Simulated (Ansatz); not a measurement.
**Ga: relaxation of cell and atoms with BLYP**

Crystal: Ga.

```
Ga
1.0
    -1.38440    1.38440    2.31122
     1.38440   -1.38440    2.31122
     1.38440    1.38440   -2.31122
Ga
1
Direct
  0.00000 0.00000 0.00000
```

This isn't the form of Ga at room conditions, which is orthorhombic.

```json
{
  "Program": "Ansatz 0.2.0",
  "Task": "relaxation of cell and atoms",
  "Functional": "BLYP",
  "Potentials or basis": "Ansatz PAW",
  "Cutoff": "420 eV (not typed: the program's choice for these potentials)",
  "k mesh": "13 × 13 × 13",
  "Occupations": "fermi-dirac, width 0.05 eV",
  "Spin": "no spin polarisation"
}
```

| Property | Result |
| --- | --- |
| Relaxed volume | 21.59 Å³/atom |
| Relaxed cell | a = 3.184 Å, b = 3.184 Å, c = 3.184 Å, α = 123.24°, β = 123.24°, γ = 84.47° |
| Space group after relaxing (to 0.05 Å) | I4/mmm (No. 139) |
| Energy gained by relaxing | 101.4 meV/atom |
| Ionic steps | 14 |
| Pressure after relaxing | 0.0 GPa |
| Band gap on the k mesh | none (metal or under the smearing width) |

The path:
| step | energy change (eV) | largest force (eV/Å) | volume (Å³) |
| --- | --- | --- | --- |
| 1 | 0.0000 | 0.0000 | 17.72 |
| 2 | -0.0815 | 0.0000 | 19.90 |
| 3 | -0.0967 | 0.0000 | 21.17 |
| 4 | -0.0979 | 0.0000 | 21.63 |
| 5 | -0.0980 | 0.0000 | 21.61 |
| 6 | -0.0980 | 0.0000 | 21.59 |
| 7 | -0.0995 | 0.0000 | 21.59 |
| 8 | -0.0995 | 0.0000 | 21.66 |
| 9 | -0.0995 | 0.0000 | 21.68 |
| 10 | -0.1005 | 0.0000 | 21.85 |
| 11 | -0.1007 | 0.0000 | 21.53 |
| 12 | -0.1014 | 0.0000 | 21.57 |
| 13 | -0.1014 | 0.0000 | 21.59 |
| 14 | -0.1014 | 0.0000 | 21.59 |

Final structure:
```
Ga
1.0
    -1.51312    1.51312    2.35712
     1.51312   -1.51312    2.35712
     1.51312    1.51312   -2.35712
Ga
1
Direct
  0.00000 0.00000 0.00000
```

Levels at points of the mesh, in eV from the Fermi level:
```csv
k point,band 3,band 4,band 5,band 6,band 7,band 8,band 9,band 10
"(0.00, 0.00, 0.00)",-14.86,-14.84,-14.76,-10.02,10.51,10.58,10.58,14.67
```

Wall time 20 s on 2 threads of Arm Neoverse V2, with other jobs on the host, peak memory 0.34 GiB.

Caveat: the volume moved by over 15 % at a fixed basis, so the end points are rough; the plane-wave basis is chosen anew once the cell has moved, so the energies of steps on either side of that aren't comparable; the PAW data sets come from PBE, with cores solved anew for the run's functional, which leaves a small shift of forces and pressure.
